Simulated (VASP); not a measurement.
Shape and ions are relaxed at each volume.

Energy against volume of GeO2 (rutile). Calculation: PBEsol GGA, VASP's PBE PAW potentials (set 64) (plane waves; VASP).

```json
[
 {"V (Å³/atom)": "8.854", "E (eV/atom)": "-6.83127"},
 {"V (Å³/atom)": "9.137", "E (eV/atom)": "-6.85298"},
 {"V (Å³/atom)": "9.419", "E (eV/atom)": "-6.86014"},
 {"V (Å³/atom)": "9.702", "E (eV/atom)": "-6.85544"},
 {"V (Å³/atom)": "9.984", "E (eV/atom)": "-6.84124"}
]
```

Problem. Fit a third-order Birch-Murnaghan equation of state.

Solution. 
| Property | Result |
|---|---|
| volume per atom | 9.44 Å^3/atom |
| bulk modulus | 220 GPa |
| pressure derivative of the bulk modulus | 6.09 |

The compound is GeO2 in the rutile structure. It was relaxed first.
